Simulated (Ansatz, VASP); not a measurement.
Given: the input of a run of Ansatz 0.2.0 on W (Tungsten). 

File input.yaml:

```yaml
crystal:
  lattice:
    - [-1.582345, 1.582345, 1.582345]
    - [1.582345, -1.582345, 1.582345]
    - [1.582345, 1.582345, -1.582345]
  atoms:
    - { symbol: W, position: [0.0, 0.0, 0.0] }
hamiltonian:
  xc: lda
  pseudopotentials: { kind: paw }
  hubbard: { sites: [{ species: W, l: d, u_eff: 2.0 }] }
kpoints:
  mp_grid: { grid: [12, 12, 12] }
scf:
  occupations: { method: fermi_dirac, width: 0.05 }
output:
  forces: true
  stress: true
  eigenvalues: true
  write_density: true
  write_potential: true
  elf: true
  volumetric_format: npy
```

Potentials or basis: Ansatz PAW.

Command:

```bash
$ ansatz run input.yaml --threads 2 --pin off --max-ram 5632MiB --backend cpu --events-out ev --progress --plain --runs-dir out
```

Translate it to VASP 6.6.1. Potentials or basis there: LDA PAW files W_sv, 520 eV.

As run (cutoffs and basis follow the program's own potentials, and thresholds, step limits or extra output files can differ):

File INCAR:

```
SYSTEM = W
  ALGO = Fast
  EDIFF = 1E-7
  ENCUT = 520
  ISIF = 2
  ISMEAR = -1
  LASPH = .True.
  LCHARG = .False.
  LDAU = .True.
  LDAUJ = 0
  LDAUL = 2
  LDAUPRINT = 1
  LDAUTYPE = 2
  LDAUU = 2
  LMAXMIX = 4
  LREAL = .False.
  LWAVE = .False.
  NBANDS = 13
  NELM = 80
  PREC = Accurate
  SIGMA = 0.05
```

Contents of KPOINTS:

```
k-points
0
Gamma
  12 12 12
  0 0 0
```

File POSCAR:

```
W
1.0
   -1.5823450000      1.5823450000      1.5823450000
    1.5823450000     -1.5823450000      1.5823450000
    1.5823450000      1.5823450000     -1.5823450000
W
1
Direct
    0.0000000000      0.0000000000      0.0000000000
```

Potentials or basis: VASP PAW LDA potentials, release 64 (W_sv).

Run with:

```sh
$ cat potpaw_LDA.64/W_sv/POTCAR > POTCAR
$ mpirun -np 1 vasp_std > vasp.out
```

Both were run:

|  | Ansatz | VASP |
| --- | --- | --- |
| Pressure | -8.3 GPa | -1.6 GPa |

Ansatz's pressure holds a Pulay term of +0.04 GPa for its cutoff of 420 eV, which the other run lacks.

Ansatz's potentials were made for PBE.

Where Ansatz's input types no cutoff or centring, it takes its own default and a Γ-centred mesh.

The two programs' LDA may be different fits to the electron gas.

The two runs disagree by more than potentials and bases usually give (in gap, levels, pressure or energy); the cause wasn't traced.

How U acts hangs on each program's projectors.

Pressure is positive in compression.
